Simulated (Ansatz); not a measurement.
A 3-atom cell of K2S started from a crystallographic database, relaxed with r2SCAN in the PAW code Ansatz. Space group Fm-3m (No. 225), cubic; conventional cell a = 7.405 Å, 33.84 Å³ an atom. K has 4 S at 3.21 Å; S has 8 K at 3.21 Å.

The axes x, y and z are those of this cell:
```
CELL_PARAMETERS angstrom
0.00000 3.70272 3.70272
3.70272 0.00000 3.70272
3.70272 3.70272 0.00000
ATOMIC_POSITIONS crystal
K 0.25000 0.25000 0.25000
K 0.75000 0.75000 0.75000
S 0.00000 0.00000 0.00000
```

Unstrained: PBE gives an indirect gap of 2.381 eV, from X to Γ; the least direct gap is 2.578 eV at Γ. With r2SCAN the valence top lies at X and the conduction bottom at Γ, 2.754 eV higher; the smallest vertical gap, at Γ, is 2.952 eV. The HSE06 gap is indirect, 3.309 eV (X to Γ), below the direct gap of 3.497 eV at Γ. Meshes: PBE 6×6×6, r2SCAN 6×6×6, HSE06 4×4×4. Strains are changes of length per length, and xy shears are angles. After each strain the atoms were relaxed again with r2SCAN within the symmetry that the strain leaves, so tilts or polar shifts that break it weren't tested; points keep the names that they have in the unstrained zone. No spin polarisation and no zero-point or thermal motion.

Question: Apply xy shear, engineering strain (angle) -1.61 %. How far does the gap move, against the unstrained cell?

Answer: PBE: the gap goes from 2.381 to 2.367 eV (-0.014 eV). r2SCAN: the gap goes from 2.754 to 2.739 eV (-0.015 eV). HSE06: the gap goes from 3.309 to 3.295 eV (-0.014 eV). The r2SCAN energy rises by 0.2 meV an atom.

Question: Apply isotropic -1.12 % on every length. How far does the gap move, against the unstrained cell?

Answer: PBE: the gap goes from 2.381 to 2.467 eV (+0.086 eV). r2SCAN: the gap goes from 2.754 to 2.838 eV (+0.084 eV). HSE06: the gap goes from 3.309 to 3.406 eV (+0.097 eV). The r2SCAN energy rises by 2.6 meV an atom.

The meshes of the hybrids are coarse, so their gaps aren't converged to the digits shown.
